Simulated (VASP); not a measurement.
# CdO (Monteponite) (Fm-3m) in VASP: a series of runs

Aim: see how the results for CdO (Monteponite) move with the level of theory and the settings. Levels: LDA, PBE, r2SCAN, SCAN. Tasks: band structure.

All numbers are computed with VASP 6.6.1; they aren't measurements. Logs are shortened: lines on timing, memory, paths and dates and some standing lists are left out, and cuts for length are marked.

**1. The crystal as given**

Symmetry: Fm-3m, No. 225, cubic system. Conventional cell: a = 4.695 Å, b = 4.695 Å, c = 4.695 Å, α = 90.00°, β = 90.00°, γ = 90.00°. Cd (site symmetry m-3m) has 6 O at 2.35 Å as nearest neighbours. O (site symmetry m-3m) is surrounded by 6 Cd at 2.35 Å.

**2. Band structure, LDA**

File INCAR:

```
SYSTEM = CdO
PREC = Accurate ; ENCUT = 520
EDIFF = 1E-7 ; ISMEAR = 0
SIGMA = 0.02 ; LREAL = .False.
LASPH = .True. ; NELM = 100
ALGO = Fast ; ISIF = 2
LWAVE = .False. ; LCHARG = .False.
```

File KPOINTS:

```
Automatic mesh
0
Gamma
  8 8 8
  0 0 0
```

File POSCAR:

```
CdO
1.0
    0.0000000000      2.3476500000      2.3476500000
    2.3476500000      0.0000000000      2.3476500000
    2.3476500000      2.3476500000      0.0000000000
Cd O
1 1
Direct
    0.0000000000      0.0000000000      0.0000000000
    0.5000000000      0.5000000000      0.5000000000
```

File KPOINTS_OPT:

```
path GXWKGLUWLK,UX
20
line-mode
reciprocal
 0.0000000000  0.0000000000  0.0000000000  G
 0.5000000000  0.0000000000  0.5000000000  X

 0.5000000000  0.0000000000  0.5000000000  X
 0.5000000000  0.2500000000  0.7500000000  W

 0.5000000000  0.2500000000  0.7500000000  W
 0.3750000000  0.3750000000  0.7500000000  K

 0.3750000000  0.3750000000  0.7500000000  K
 0.0000000000  0.0000000000  0.0000000000  G

 0.0000000000  0.0000000000  0.0000000000  G
 0.5000000000  0.5000000000  0.5000000000  L

 0.5000000000  0.5000000000  0.5000000000  L
 0.6250000000  0.2500000000  0.6250000000  U

 0.6250000000  0.2500000000  0.6250000000  U
 0.5000000000  0.2500000000  0.7500000000  W

 0.5000000000  0.2500000000  0.7500000000  W
 0.5000000000  0.5000000000  0.5000000000  L

 0.5000000000  0.5000000000  0.5000000000  L
 0.3750000000  0.3750000000  0.7500000000  K

 0.6250000000  0.2500000000  0.6250000000  U
 0.5000000000  0.0000000000  0.5000000000  X
```

Potentials or basis: VASP PAW LDA potentials, release 64 (Cd, O).

Run with:

```sh
$ cat potpaw_LDA.64/Cd/POTCAR potpaw_LDA.64/O/POTCAR > POTCAR
$ mpirun -np 1 vasp_std > vasp.out
```

OUTCAR:

```text
SYSTEM = CdO
   PREC = Accurate
   ENCUT = 520
   EDIFF = 1E-7
   ISMEAR = 0
   LREAL = .False.
   LASPH = .True.
   NELM = 100
   ISIF = 2

 ion  position               nearest neighbor table
   1  0.000  0.000  0.000-   2 2.35   2 2.35   2 2.35   2 2.35   2 2.35   2 2.35
   2  0.500  0.500  0.500-   1 2.35   1 2.35   1 2.35   1 2.35   1 2.35   1 2.35

  LATTYP: Found a face centered cubic cell.
 ALAT       =     4.6953000000

  Lattice vectors:

 A1 = (   0.0000000000,   2.3476500000,   2.3476500000)
 A2 = (   2.3476500000,   0.0000000000,   2.3476500000)
 A3 = (   2.3476500000,   2.3476500000,   0.0000000000)

Analysis of symmetry for initial positions (statically):
=====================================================================
 Subroutine PRICEL returns:
 Original cell was already a primitive cell.

 Routine SETGRP: Setting up the symmetry group for a
 face centered cubic supercell.

 Subroutine GETGRP returns: Found 48 space group operations
 (whereof 48 operations were pure point group operations)
 out of a pool of 48 trial point group operations.

The static configuration has the point symmetry O_h .

Analysis of symmetry for dynamics (positions and initial velocities):
=====================================================================
 Subroutine PRICEL returns:
 Original cell was already a primitive cell.

 Routine SETGRP: Setting up the symmetry group for a
 face centered cubic supercell.

 Subroutine GETGRP returns: Found 48 space group operations
 (whereof 48 operations were pure point group operations)
 out of a pool of 48 trial point group operations.

The dynamic configuration has the point symmetry O_h .

 Subroutine INISYM returns: Found 48 space group operations
 (whereof 48 operations are pure point group operations),
 and found     1 'primitive' translations

----------------------------------------------------------------------------------------

                                     Primitive cell

  volume of cell :      25.8780

  direct lattice vectors                    reciprocal lattice vectors
     0.000000000  2.347650000  2.347650000    -0.212978936  0.212978936  0.212978936
     2.347650000  0.000000000  2.347650000     0.212978936 -0.212978936  0.212978936
     2.347650000  2.347650000  0.000000000     0.212978936  0.212978936 -0.212978936

  length of vectors
     3.320078470  3.320078470  3.320078470     0.368890339  0.368890339  0.368890339

  position of ions in fractional coordinates (direct lattice)
     0.000000000  0.000000000  0.000000000
     0.500000000  0.500000000  0.500000000

  ion indices of the primitive-cell ions
   primitive index   ion index
                 1           1
                 2           2

----------------------------------------------------------------------------------------

 KPOINTS: Automatic mesh

Automatic generation of k-mesh.
 Grid dimensions read from file:
 generate k-points for:    8    8    8

 Generating k-lattice:

  Cartesian coordinates                     Fractional coordinates (reciprocal lattice)
    -0.026622367  0.026622367  0.026622367     0.125000000  0.000000000  0.000000000
     0.026622367 -0.026622367  0.026622367     0.000000000  0.125000000  0.000000000
     0.026622367  0.026622367 -0.026622367     0.000000000  0.000000000  0.125000000

  Length of vectors
     0.046111292  0.046111292  0.046111292

  Shift w.r.t. Gamma in fractional coordinates (k-lattice)
     0.000000000  0.000000000  0.000000000

 Subroutine IBZKPT returns following result:
 ===========================================

 Found     29 irreducible k-points:

 Following reciprocal coordinates:
            Coordinates               Weight
  0.000000  0.000000  0.000000      1.000000
  0.125000  0.000000  0.000000      8.000000
  0.250000  0.000000  0.000000      8.000000
  0.375000  0.000000  0.000000      8.000000
  0.500000  0.000000  0.000000      4.000000
  0.125000  0.125000  0.000000      6.000000
[... 16 lines left out ...]
  0.500000  0.250000  0.125000     48.000000
[... 44 lines left out ...]

 E-fermi :   1.8249     XC(G=0): -12.2104

 val. band max:        1.8086331590   @ k =   0.5000   0.0000   0.0000
 cond. band min:       2.6844092927   @ k =   0.1250   0.0000   0.0000
 fundamental gap:      0.8757761337
 Fermi energy:         1.8249015630

 k-point     1 :       0.0000    0.0000    0.0000
  band No.  band energies     occupation
      1     -15.3341      2.00000
      2      -4.8732      2.00000
      3      -4.8732      2.00000
      4      -4.8732      2.00000
      5      -4.5692      2.00000
      6      -4.5692      2.00000
      7       0.4255      2.00000
      8       0.4255      2.00000
      9       0.4255      2.00000
     10       1.3008      2.00000
     11      16.6186      0.00000
     12      18.6991      0.00000
     13      18.6991      0.00000

 k-point     2 :       0.1250    0.0000    0.0000
  band No.  band energies     occupation
      1     -15.2199      2.00000
      2      -4.9442      2.00000
      3      -4.8634      2.00000
      4      -4.8634      2.00000
      5      -4.6590      2.00000
      6      -4.6590      2.00000
      7      -0.7387      2.00000
      8       0.6442      2.00000
      9       0.6442      2.00000
     10       2.6844      0.00000
     11      14.7473      0.00000
     12      17.4322      0.00000
     13      17.4322      0.00000

 k-point     3 :       0.2500    0.0000    0.0000
  band No.  band energies     occupation
      1     -14.9298      2.00000
      2      -5.2283      2.00000
      3      -5.1120      2.00000
      4      -5.1120      2.00000
      5      -4.5585      2.00000
      6      -4.5585      2.00000
      7      -1.7060      2.00000
      8       1.1416      2.00000
      9       1.1416      2.00000
     10       4.3442      0.00000
     11      11.8739      0.00000
     12      15.5008      0.00000
     13      15.5008      0.00000
[... 305 lines left out ...]
 k-point    23 :       0.5000    0.2500    0.1250
  band No.  band energies     occupation
      1     -14.5856      2.00000
      2      -5.4406      2.00000
      3      -5.2453      2.00000
      4      -5.1209      2.00000
      5      -4.4321      2.00000
      6      -4.2391      2.00000
      7      -1.7799      2.00000
      8       0.0158      2.00000
      9       1.2560      2.00000
     10       6.9367      0.00000
     11       9.6917      0.00000
     12      11.6648      0.00000
     13      14.1586      0.00000

 k-point    24 :      -0.3750    0.2500    0.1250
  band No.  band energies     occupation
      1     -14.5011      2.00000
      2      -5.5208      2.00000
      3      -5.2062      2.00000
      4      -5.1985      2.00000
      5      -4.2993      2.00000
      6      -4.2925      2.00000
      7      -1.9039      2.00000
      8       0.1897      2.00000
      9       1.1615      2.00000
     10       8.0458      0.00000
     11       8.3426      0.00000
     12      11.5190      0.00000
     13      13.7687      0.00000

 [... further k-points ...]

------------------------ aborting loop because EDIFF is reached ----------------------------------------

  FORCE on cell =-STRESS in cart. coord.  units (eV):
  Direction    XX          YY          ZZ          XY          YZ          ZX
  --------------------------------------------------------------------------------------
  -------------------------------------------------------------------------------------
  Total       -0.6412323     -0.6412323     -0.6412323      0.0000000      0.0000000      0.0000000
  in kB      -39.7004932    -39.7004932    -39.7004932      0.0000000      0.0000000      0.0000000
  external PRESSURE =     -39.7004932 kB  Pullay stress =       0.0000000 kB

 VOLUME and BASIS-vectors are now :
 -----------------------------------------------------------------------------
  energy-cutoff  :      520.00
  volume of cell :       25.88
      direct lattice vectors                 reciprocal lattice vectors
     0.000000000  2.347650000  2.347650000    -0.212978936  0.212978936  0.212978936
     2.347650000  0.000000000  2.347650000     0.212978936 -0.212978936  0.212978936
     2.347650000  2.347650000  0.000000000     0.212978936  0.212978936 -0.212978936

 POSITION                                       TOTAL-FORCE (eV/Angst)
 -----------------------------------------------------------------------------------
      0.00000      0.00000      0.00000         0.000000      0.000000      0.000000
      2.34765      2.34765      2.34765         0.000000      0.000000     -0.000000
 -----------------------------------------------------------------------------------
    total drift:                                0.000000      0.000000      0.000000

  FREE ENERGIE OF THE ION-ELECTRON SYSTEM (eV)
  ---------------------------------------------------
  free  energy   TOTEN  =        -9.3331510258 eV

  energy  without entropy=       -9.3330600498  energy(sigma->0) =       -9.33310554
```

Run time: 48 s. Hardware: 1 thread of Intel Xeon Platinum 8259CL at 2.50GHz (Skylake/Cascade Lake), shared host; peak memory 0.15 GiB.

What came out:

* Free energy: -9.3332 eV
* Pressure: -4.0 GPa
* Band gap along the path: none (metal or under the smearing width)

Levels at the corners of the path, in eV from the Fermi level:
| point | band 5 | band 6 | band 7 | band 8 | band 9 | band 10 | band 11 | band 12 | band 13 |
| --- | --- | --- | --- | --- | --- | --- | --- | --- | --- |
| Γ | -6.39 | -6.39 | -1.40 | -1.40 | -1.40 | -0.52 | 14.79 | 16.87 | 16.87 |
| X | -5.98 | -5.64 | -4.47 | -2.40 | -2.40 | 3.65 | 8.38 | 11.09 | 13.12 |
| X | -5.98 | -5.64 | -4.47 | -2.40 | -2.40 | 3.65 | 8.38 | 11.09 | 13.12 |
| W | -5.98 | -5.75 | -3.08 | -3.08 | -1.95 | 5.81 | 8.77 | 8.77 | 10.53 |
| W | -5.98 | -5.75 | -3.08 | -3.08 | -1.95 | 5.81 | 8.77 | 8.77 | 10.53 |
| K | -6.07 | -5.95 | -3.49 | -2.96 | -1.31 | 5.22 | 8.46 | 8.48 | 12.69 |
| K | -6.07 | -5.95 | -3.49 | -2.96 | -1.31 | 5.22 | 8.46 | 8.48 | 12.69 |
| Γ | -6.39 | -6.39 | -1.40 | -1.40 | -1.40 | -0.52 | 14.79 | 16.87 | 16.87 |
| Γ | -6.39 | -6.39 | -1.40 | -1.40 | -1.40 | -0.52 | 14.79 | 16.87 | 16.87 |
| L | -6.12 | -6.12 | -3.88 | -0.02 | -0.02 | 4.27 | 7.16 | 11.69 | 11.69 |
| L | -6.12 | -6.12 | -3.88 | -0.02 | -0.02 | 4.27 | 7.16 | 11.69 | 11.69 |
| U | -6.07 | -5.95 | -3.49 | -2.96 | -1.31 | 5.22 | 8.46 | 8.48 | 12.69 |
| U | -6.07 | -5.95 | -3.49 | -2.96 | -1.31 | 5.22 | 8.46 | 8.48 | 12.69 |
| W | -5.98 | -5.75 | -3.08 | -3.08 | -1.95 | 5.81 | 8.77 | 8.77 | 10.53 |
| W | -5.98 | -5.75 | -3.08 | -3.08 | -1.95 | 5.81 | 8.77 | 8.77 | 10.53 |
| L | -6.12 | -6.12 | -3.88 | -0.02 | -0.02 | 4.27 | 7.16 | 11.69 | 11.69 |
| L | -6.12 | -6.12 | -3.88 | -0.02 | -0.02 | 4.27 | 7.16 | 11.69 | 11.69 |
| K | -6.07 | -5.95 | -3.49 | -2.96 | -1.31 | 5.22 | 8.46 | 8.48 | 12.69 |
| U | -6.07 | -5.95 | -3.49 | -2.96 | -1.31 | 5.22 | 8.46 | 8.48 | 12.69 |
| X | -5.98 | -5.64 | -4.47 | -2.40 | -2.40 | 3.65 | 8.38 | 11.09 | 13.12 |

Caveat: this crystal is a semiconductor, whose small gap the functional closes, so the metal is an error of the method.

**3. Band structure, PBE**

File INCAR:

```
  PREC = Accurate
  ENCUT = 520
  EDIFF = 1E-6
  ISMEAR = 0
  SIGMA = 0.02
  LREAL = False
  LASPH = True
  NELM = 80
  ALGO = Normal
  ISIF = 2
  LWAVE = False
  LCHARG = False
  GGA = PE
```

File KPOINTS:

```
regular mesh
0
Gamma
  8 8 8
```

POSCAR is that of step 2.

KPOINTS_OPT is that of step 2.

Potentials or basis: VASP PAW PBE potentials, release 64 (Cd, O).

Run with:

```sh
$ cat potpaw_PBE.64/Cd/POTCAR potpaw_PBE.64/O/POTCAR > POTCAR
$ mpirun -np 1 vasp_std > vasp.out
```

Run time: 64 s. Hardware: 1 thread of Intel Xeon Platinum 8259CL at 2.50GHz (Skylake/Cascade Lake), shared host; peak memory 0.17 GiB.

Results (log left out):

| Property | Result |
| --- | --- |
| Free energy | -7.6938 eV |
| Pressure | 8.0 GPa |
| Band gap along the path | none (metal or under the smearing width) |

Levels at the corners of the path, in eV from the Fermi level:
| point | band 6 | band 7 | band 8 | band 9 | band 10 | band 11 | band 12 | band 13 |
| --- | --- | --- | --- | --- | --- | --- | --- | --- |
| Γ | -6.42 | -1.35 | -1.35 | -1.35 | -0.44 | 14.98 | 17.04 | 17.04 |
| X | -5.71 | -4.36 | -2.33 | -2.33 | 3.89 | 8.55 | 11.22 | 13.37 |
| X | -5.71 | -4.36 | -2.33 | -2.33 | 3.89 | 8.55 | 11.22 | 13.37 |
| W | -5.82 | -3.02 | -3.02 | -1.89 | 6.01 | 8.94 | 8.94 | 10.75 |
| W | -5.82 | -3.02 | -3.02 | -1.89 | 6.01 | 8.94 | 8.94 | 10.75 |
| K | -6.01 | -3.42 | -2.90 | -1.28 | 5.43 | 8.62 | 8.65 | 12.95 |
| K | -6.01 | -3.42 | -2.90 | -1.28 | 5.43 | 8.62 | 8.65 | 12.95 |
| Γ | -6.42 | -1.35 | -1.35 | -1.35 | -0.44 | 14.98 | 17.04 | 17.04 |
| Γ | -6.42 | -1.35 | -1.35 | -1.35 | -0.44 | 14.98 | 17.04 | 17.04 |
| L | -6.17 | -3.83 | -0.02 | -0.02 | 4.43 | 7.32 | 11.95 | 11.95 |
| L | -6.17 | -3.83 | -0.02 | -0.02 | 4.43 | 7.32 | 11.95 | 11.95 |
| U | -6.01 | -3.42 | -2.90 | -1.28 | 5.43 | 8.62 | 8.65 | 12.95 |
| U | -6.01 | -3.42 | -2.90 | -1.28 | 5.43 | 8.62 | 8.65 | 12.95 |
| W | -5.82 | -3.02 | -3.02 | -1.89 | 6.01 | 8.94 | 8.94 | 10.75 |
| W | -5.82 | -3.02 | -3.02 | -1.89 | 6.01 | 8.94 | 8.94 | 10.75 |
| L | -6.17 | -3.83 | -0.02 | -0.02 | 4.43 | 7.32 | 11.95 | 11.95 |
| L | -6.17 | -3.83 | -0.02 | -0.02 | 4.43 | 7.32 | 11.95 | 11.95 |
| K | -6.01 | -3.42 | -2.90 | -1.28 | 5.43 | 8.62 | 8.65 | 12.95 |
| U | -6.01 | -3.42 | -2.90 | -1.28 | 5.43 | 8.62 | 8.65 | 12.95 |
| X | -5.71 | -4.36 | -2.33 | -2.33 | 3.89 | 8.55 | 11.22 | 13.37 |

Caveat: this crystal is a semiconductor, whose small gap the functional closes, so the metal is an error of the method.

**4. Band structure, r2SCAN**

File INCAR:

```
SYSTEM = CdO
  ALGO = Normal
  EDIFF = 1E-6
  ENCUT = 520
  ISIF = 2
  ISMEAR = 0
  LASPH = .True.
  LCHARG = .False.
  LMIXTAU = .True.
  LREAL = .False.
  LWAVE = .False.
  METAGGA = R2SCAN
  NBANDS = 16
  NELM = 100
  PREC = Accurate
  SIGMA = 0.02
```

File KPOINTS:

```
k-points
0
Gamma
  8 8 8
  0 0 0
```

POSCAR is that of step 3.

Edit KPOINTS_OPT of step 3 so:

```diff
@@ -1,3 +1,3 @@
 path GXWKGLUWLK,UX
-20
+15
 line-mode
```

Run with:

```sh
$ cat potpaw_PBE.64/Cd/POTCAR potpaw_PBE.64/O/POTCAR > POTCAR
$ mpirun -np 1 vasp_std > vasp.out
```

Wall time 92 s (1 thread of Intel Xeon 6975P-C (Granite Rapids), shared host); peak memory 0.18 GiB.

Results (log left out):

* Free energy: -28.5554 eV
* Pressure: 2.9 GPa
* Band gap on the k mesh: 0.08 eV, indirect (least direct gap 1.44 eV)
* Band gap along the path: 0.08 eV, indirect (least direct gap 1.44 eV)

Levels at the corners of the path, in eV from the valence-band top:
| point | band 7 | band 8 | band 9 | band 10 | band 11 | band 12 |
| --- | --- | --- | --- | --- | --- | --- |
| Γ | -1.36 | -1.36 | -1.36 | 0.08 | 15.72 | 17.79 |
| X | -4.35 | -2.34 | -2.34 | 4.58 | 9.34 | 11.79 |
| X | -4.35 | -2.34 | -2.34 | 4.58 | 9.34 | 11.79 |
| W | -3.03 | -3.03 | -1.83 | 6.71 | 9.68 | 9.68 |
| W | -3.03 | -3.03 | -1.83 | 6.71 | 9.68 | 9.68 |
| K | -3.44 | -2.88 | -1.27 | 6.14 | 9.33 | 9.42 |
| K | -3.44 | -2.88 | -1.27 | 6.14 | 9.33 | 9.42 |
| Γ | -1.36 | -1.36 | -1.36 | 0.08 | 15.72 | 17.79 |
| Γ | -1.36 | -1.36 | -1.36 | 0.08 | 15.72 | 17.79 |
| L | -3.84 | 0.00 | 0.00 | 5.07 | 8.05 | 12.83 |
| L | -3.84 | 0.00 | 0.00 | 5.07 | 8.05 | 12.83 |
| U | -3.44 | -2.88 | -1.27 | 6.14 | 9.33 | 9.42 |
| U | -3.44 | -2.88 | -1.27 | 6.14 | 9.33 | 9.42 |
| W | -3.03 | -3.03 | -1.83 | 6.71 | 9.68 | 9.68 |
| W | -3.03 | -3.03 | -1.83 | 6.71 | 9.68 | 9.68 |
| L | -3.84 | 0.00 | 0.00 | 5.07 | 8.05 | 12.83 |
| L | -3.84 | 0.00 | 0.00 | 5.07 | 8.05 | 12.83 |
| K | -3.44 | -2.88 | -1.27 | 6.14 | 9.33 | 9.42 |
| U | -3.44 | -2.88 | -1.27 | 6.14 | 9.33 | 9.42 |
| X | -4.35 | -2.34 | -2.34 | 4.58 | 9.34 | 11.79 |

Caveat: the PAW data sets were made with another functional, which shifts forces and pressure a little.

**5. Band structure, SCAN**

File INCAR:

```
  PREC = Accurate
  ENCUT = 520
  EDIFF = 1E-6
  ISMEAR = 0
  SIGMA = 0.02
  LREAL = False
  LASPH = True
  NELM = 100
  ALGO = Normal
  ISIF = 2
  LWAVE = False
  LCHARG = False
  METAGGA = SCAN
  LMIXTAU = True
  NBANDS = 16
```

File KPOINTS:

```
Automatic mesh
0
Gamma
  8 8 8
```

POSCAR is that of step 4.

KPOINTS_OPT is that of step 4.

Run with:

```sh
$ cat potpaw_PBE.64/Cd/POTCAR potpaw_PBE.64/O/POTCAR > POTCAR
$ mpirun -np 1 vasp_std > vasp.out
```

Run time: 1.9 min. Hardware: 1 thread of Intel Xeon 6975P-C (Granite Rapids), shared host; peak memory 0.17 GiB.

Results (log left out):

```
Free energy             : -39.0699 eV
Pressure                : 2.0 GPa
Band gap along the path : none (metal or under the smearing width)
```

Levels at the corners of the path, in eV from the Fermi level:
```tsv
point	band 7	band 8	band 9	band 10	band 11	band 12
Γ	-1.39	-1.39	-1.39	-0.03	15.73	17.78
X	-4.38	-2.37	-2.37	4.45	9.27	11.81
X	-4.38	-2.37	-2.37	4.45	9.27	11.81
W	-3.05	-3.05	-1.86	6.59	9.63	9.63
W	-3.05	-3.05	-1.86	6.59	9.63	9.63
K	-3.46	-2.91	-1.30	6.02	9.27	9.35
K	-3.46	-2.91	-1.30	6.02	9.27	9.35
Γ	-1.39	-1.39	-1.39	-0.03	15.73	17.78
Γ	-1.39	-1.39	-1.39	-0.03	15.73	17.78
L	-3.86	-0.02	-0.02	5.00	7.95	12.70
L	-3.86	-0.02	-0.02	5.00	7.95	12.70
U	-3.46	-2.91	-1.30	6.02	9.27	9.35
U	-3.46	-2.91	-1.30	6.02	9.27	9.35
W	-3.05	-3.05	-1.86	6.59	9.63	9.63
W	-3.05	-3.05	-1.86	6.59	9.63	9.63
L	-3.86	-0.02	-0.02	5.00	7.95	12.70
L	-3.86	-0.02	-0.02	5.00	7.95	12.70
K	-3.46	-2.91	-1.30	6.02	9.27	9.35
U	-3.46	-2.91	-1.30	6.02	9.27	9.35
X	-4.38	-2.37	-2.37	4.45	9.27	11.81
```

Caveat: the PAW data sets were made with another functional, which shifts forces and pressure a little; this crystal is a semiconductor, whose small gap the functional closes, so the metal is an error of the method.

**6. The runs side by side**

```csv
level,potentials or basis,pressure (GPa)
LDA,"VASP PAW LDA potentials, release 64 (Cd, O)",-4.0
PBE,"VASP PAW PBE potentials, release 64 (Cd, O)",8.0
r2SCAN,"VASP PAW PBE potentials, release 64 (Cd, O)",2.9
SCAN,"VASP PAW PBE potentials, release 64 (Cd, O)",2.0
```

Alike in all rows: task band structure; no spin polarisation; cell as given; k mesh 8 × 8 × 8; cutoff (eV) 520; smearing gaussian 0.02 eV.

Caveats: this crystal is a semiconductor, whose small gap the functional closes, so the metal is an error of the method (some runs); the PAW data sets were made with another functional, which shifts forces and pressure a little (some runs).

Absolute energies hang on the potentials; compare differences alone.
